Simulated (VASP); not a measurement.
```
GeO2
1.0
    4.48609     0.00000     0.00000
    0.00000     4.48609     0.00000
    0.00000     0.00000     2.90943
Ge O
2 4
Cartesian
  0.00000   4.48609   0.00000
  2.24305   2.24305   1.45472
  1.37683   1.37683   2.90943
  3.61988   0.86621   1.45472
  0.86621   3.61988   1.45472
  3.10926   3.10926   0.00000
```

Method: PBE GGA with spin-orbit coupling, VASP's PBE PAW potentials (set 64) (plane waves; VASP 6.6.1). Run with 520 eV cut-off, 5×5×7 Γ-centred mesh, Gaussian smearing of 0.050 eV, potentials Ge_d O.

Q: Estimate the energy per atom (σ→0), band gap (over mesh and band path) with the smallest direct gap where there is one.

A: 
band gap (over mesh and band path): 1.19 eV
smallest direct gap (over mesh and band path): 1.19 eV
energy per atom (σ→0): -6.415 eV/atom

Total energies compare only between runs with the same potentials, cut-off and functional.

The compound is GeO2 in the rutile structure. It was relaxed first, which changed the volume by +6 %.
